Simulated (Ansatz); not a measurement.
**LiF: the band gap up the ladder of functionals**

An exercise on one series of results from a longer session: the logs are not shown, and one member is left open.

Code: Ansatz 0.2.0. PAW datasets, plane waves. Note: simulated data, non-magnetic, for a generated structure that need not be the stable one.

## The cell

The cell was relaxed beforehand with r2SCAN.

Space group P6_3mc (No. 186), hexagonal; a = 3.081 Å, c = 4.785 Å in the conventional setting, 9.83 Å³ an atom. Li has 4 F at 1.86–1.87 Å; F has 4 Li at 1.86–1.87 Å.

Coordinates:

Space group P6_3mc (No. 186). a = 3.081 Å, b = 3.081 Å, c = 4.785 Å, α = 90.00°, β = 90.00°, γ = 120.00°
```csv
atom,site,symmetry,x,y,z
Li,2b,3m.,0.3333,0.6667,0.9926
F,2b,3m.,0.3333,0.6667,0.3824
```

The first run:

The input, input.yaml:

```yaml
crystal:
  lattice:
    - [3.0810131961, 0.0, 0.0]
    - [-1.540506598, 2.6682356972, 0.0]
    - [0.0, 0.0, 4.7853416872]
  atoms:
    - { symbol: Li, position: [0.3333333333, 0.6666666667, -0.00743064] }
    - { symbol: Li, position: [0.6666666667, 0.3333333333, 0.49256936] }
    - { symbol: F, position: [0.3333333333, 0.6666666667, 0.38243064] }
    - { symbol: F, position: [0.6666666667, 0.3333333333, 0.88243064] }
kpoints:
  mp_grid: { grid: [12, 12, 6] }
  band_path:
    path:
      - [[0.0, 0.0, 0.0], [0.5, -1.714442083092e-18, -2.543478419079e-35], [0.3333333333333, 0.3333333333333, -5.086956838159e-35], [0.0, 0.0, 0.0], [0.0, -8.534368062148e-52, 0.5], [0.5, -1.714442083092e-18, 0.5], [0.3333333333333, 0.3333333333333, 0.5], [0.0, -8.534368062148e-52, 0.5]]
      - [[0.5, -1.714442083092e-18, 0.5], [0.5, -1.714442083092e-18, -2.543478419079e-35]]
      - [[0.3333333333333, 0.3333333333333, 0.5], [0.3333333333333, 0.3333333333333, -5.086956838159e-35]]
    npoints: 10
hamiltonian:
  xc: pbe
scf:
  occupations: { method: fermi_dirac, width: 0.02 }
  n_extra_bands: 5
output:
  forces: true
  stress: true
  eigenvalues: true
  write_density: true
  write_potential: true
  elf: true
  volumetric_format: npy
```

The run is started by

```sh
> ansatz run input.yaml --threads 2 --pin off --max-ram 2211MiB --backend cpu --events-out ev --progress --plain --runs-dir out
```

Steps of the session up to this table: PBE band path; r2SCAN at the same geometry; HSE06; PBE0; LDA at the same geometry; G0W0 on PBE; One-shot GW from PBE; DDH-PBE0 at the same geometry; Single point with Hartree-Fock; Single point with LC-ωPBE.

One of the session's tables, all rows but one given; the rest of the session is left out.

```
                     level  gap (eV)
                       PBE      7.85
                    r2SCAN      8.58
                     HSE06     10.03
                      PBE0     10.79
                       LDA      7.53
G0W0@PBE (117 empty bands)         ?
G0W0@PBE (291 empty bands)     12.16
                  DDH-PBE0     14.17
              Hartree-Fock     19.85
                   LC-ωPBE     15.72
```

Estimate the missing values for G0W0@PBE (117 empty bands).

**Answer.** gap (eV): 11.91. In the column «gap (eV)» it lies between PBE0 (10.79) and G0W0@PBE (291 empty bands) (12.16).

Meshes: PBE 12×12×6, r2SCAN 12×12×6, HSE06 6×6×4, PBE0 6×6×4, LDA 12×12×6, DDH-PBE0 6×6×4, Hartree-Fock 6×6×4, LC-ωPBE 6×6×4.

What this shows: The gap runs from 7.53 eV (LDA) to 19.85 eV (Hartree-Fock). Against G0W0@PBE, PBE is short by 4.31 eV, at 65 % of it, and r2SCAN 71 %. PBE0 lies 0.77 eV above HSE06, which differs from it by screening the long-range exchange. Hartree-Fock lies above G0W0@PBE by 7.7 eV. G0W0 values are finite-basis, finite-mesh values.

To keep in mind: Warnings in the runs' records: stress exchange threshold loose, stress scf threshold loose.
